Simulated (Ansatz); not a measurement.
## Density of states of Nb

```cif
data_structure
_symmetry_space_group_name_H-M 'P 1'
_symmetry_Int_Tables_number 1
_cell_length_a 4.1808
_cell_length_b 4.1808
_cell_length_c 4.1808
_cell_angle_alpha 60.000
_cell_angle_beta 60.000
_cell_angle_gamma 60.000
_cell_volume 51.67
loop_
_atom_site_label
_atom_site_type_symbol
_atom_site_fract_x
_atom_site_fract_y
_atom_site_fract_z
_atom_site_occupancy
Nb1 Nb 0.00000 0.00000 0.00000 1
Nb2 Nb 0.25000 0.25000 0.25000 1
```

The runs use the primitive cell with vectors (0.000, 2.956, 2.956), (2.956, 0.000, 2.956), (2.956, 2.956, 0.000) Å, to which the k mesh refers.

The structure comes from a relaxation in the same program, started in the diamond type, and has space group Fd-3m. Whether it is a known phase or the ground state wasn't checked.

These are results of DFT, PBE, all-electron LAPW, scalar-relativistic in Ansatz 0.2.0, not measurements.

Numerical set-up: a Γ-centred 11×11×11 k mesh, Fermi–Dirac smearing of 0.08 eV, basis error target 0.5 meV/atom, no spin polarisation.

Q: Which of the resolved shells contributes most within 0.3 eV of the Fermi level?

A: Nb 4d, with 90 % of all states there; Nb 5s follows with 8 %.

Q: Where is the centre of the filled Nb 4d states between -14 eV and the top of the filled states?

A: -1.30 eV from the Fermi level.

Q: Tabulate the density of states.

A: States per eV and cell, averaged over 0.4 eV, from -4.2 to 4.0 eV, with energies (bin centres) from the Fermi level; empty bins are left out. The partial columns, the largest 4 alone, are projections on Löwdin-orthogonalised atomic shells (those that the program's projection atoms carry: the occupied ones and, for some elements, an empty d or f shell; other empty shells have no column), summed over atoms of an element. Weights on diffuse s and p shells depend on that basis and aren't pure angular character.
| E (eV) | total | Nb 4d | Nb 5s | Nb 4p | Nb 4s |
| --- | --- | --- | --- | --- | --- |
| -4.1 | 0.12 | 0.00 | 0.11 | 0.00 | 0.01 |
| -3.7 | 0.21 | 0.01 | 0.19 | 0.00 | 0.01 |
| -3.3 | 0.31 | 0.02 | 0.27 | 0.00 | 0.01 |
| -2.9 | 0.47 | 0.09 | 0.36 | 0.01 | 0.01 |
| -2.5 | 3.47 | 2.88 | 0.54 | 0.02 | 0.02 |
| -2.1 | 4.00 | 3.55 | 0.40 | 0.03 | 0.01 |
| -1.7 | 1.42 | 1.35 | 0.05 | 0.01 | 0.00 |
| -1.3 | 2.47 | 2.32 | 0.13 | 0.01 | 0.01 |
| -0.9 | 4.73 | 3.93 | 0.73 | 0.02 | 0.04 |
| -0.5 | 5.48 | 4.94 | 0.45 | 0.05 | 0.03 |
| -0.1 | 3.10 | 2.84 | 0.20 | 0.03 | 0.01 |
| 0.3 | 3.31 | 2.91 | 0.31 | 0.04 | 0.01 |
| 0.7 | 3.41 | 2.78 | 0.47 | 0.05 | 0.01 |
| 1.1 | 2.47 | 1.96 | 0.32 | 0.03 | 0.01 |
| 1.5 | 1.16 | 1.05 | 0.04 | 0.01 | 0.00 |
| 1.9 | 2.60 | 2.37 | 0.09 | 0.03 | 0.00 |
| 2.3 | 1.91 | 1.70 | 0.09 | 0.02 | 0.00 |
| 2.7 | 2.70 | 2.13 | 0.34 | 0.02 | 0.01 |
| 3.1 | 0.79 | 0.43 | 0.17 | 0.00 | 0.01 |
| 3.5 | 1.33 | 0.94 | 0.16 | 0.01 | 0.01 |
| 3.9 | 1.96 | 1.50 | 0.18 | 0.01 | 0.01 |
